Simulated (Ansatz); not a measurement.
**LiH with iodine replacing H: what each run costs**

LiH with iodine replacing H, neutral cell. Cell: 54 atoms, space group Fm-3m, a = 8.522 Å, b = 8.522 Å, c = 8.522 Å, α = 60.00°, β = 60.00°, γ = 60.00°.

All runs are DFT with Ansatz 0.2.0 on 1 thread of Intel Xeon 6975P-C (Granite Rapids) (x86_64; 48 cores open to the job, memory cap 3.0 GiB, no GPU), a shared host.

Q: Rank the runs by wall time, shortest first.
A. single point at relaxed positions, r2SCAN, 500 eV, 3×3×3 k-points, smearing 0.01 eV
B. relaxation of the ions, PBE, 420 eV, 3×3×3 k-points, smearing 0.01 eV
C. single point, PBE, 420 eV, 3×3×3 k-points, smearing 0.01 eV

A: C (16 s, 0.89 GiB), A (30 s, 1.8 GiB), B (50 s, 0.9 GiB).
